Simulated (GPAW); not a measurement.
Wanted: an ASE script for a GPAW 26.7.0 run.

```
Task                : single point
Functional          : r2SCAN
Dispersion          : D3(BJ)
Potentials or basis : GPAW PAW data sets (gpaw-data 1.2.1)
Cutoff              : 600 eV
Basis               : pw
k mesh              : 10 × 10 × 10
Occupations         : methfessel-paxton, width 0.1 eV
Spin                : no spin polarisation
Smearing order      : 1
Maxiter             : 150
```

The structure of Sc lies in POSCAR:

```
Sc
1.0
   -1.9670251594      1.9670251594      1.7622358896
    1.9670251594     -1.9670251594      1.7622358896
    1.9670251594      1.9670251594     -1.7622358896
Sc
1
Direct
    0.0000000000      0.0000000000      0.0000000000
```

This isn't the form of Sc at room conditions, which is hcp.

The cell isn't the ideal one: volume scaled by 1.08.

These files were run (other wordings do the same):

run.py

```python
from ase.calculators.mixing import SumCalculator
from ase.dft.bandgap import bandgap
from ase.io import read, write
from ase.units import GPa
from dftd3.ase import DFTD3
from gpaw import GPAW, PW

atoms = read('POSCAR')

calc = GPAW(mode=PW(600),
            xc='MGGA_X_R2SCAN+MGGA_C_R2SCAN',
            kpts={'size': (10, 10, 10), 'gamma': True},
            occupations={'name': 'methfessel-paxton', 'width': 0.1, 'order': 1},
            nbands=14,
            convergence={'density': 1e-05, 'energy': 1e-05},
            maxiter=150,
            txt='gpaw.txt')
atoms.calc = SumCalculator([calc, DFTD3(method='r2scan', damping='d3bj')])
energy = atoms.get_potential_energy()
forces = atoms.get_forces()
stress = atoms.get_stress()
calc.write('gs.gpw')
write('result.traj', atoms)
print(f'Energy: {energy:.6f} eV')
print('Forces (eV/A):')
print(forces.round(4))
print('Stress (GPa):', (stress / GPa).round(3))
print('Fermi level:', round(calc.get_fermi_level(), 4), 'eV')
print(f'Gap: {bandgap(calc)[0]:.4f} eV, direct: {bandgap(calc, direct=True)[0]:.4f} eV')
```

Potentials or basis: GPAW PAW data sets (gpaw-data 1.2.1), pw.

Command:

```bash
$ OMP_NUM_THREADS=1 python run.py
```

It gave:

```yaml
Pressure: -4.9 GPa
Band_gap_on_the_k_mesh: none (metal or under the smearing width)
Dispersion_energy_per_atom: -0.166 eV
```

Caveat: this smearing can pin the Fermi level at a band edge; the PAW data sets were made with another functional, which shifts forces and pressure a little; pairwise dispersion overbinds metals, which lowers pressure and volume.

Run time: 60 s on 1 thread of Arm Neoverse V1, with other jobs on the host, peak memory 0.24 GiB.
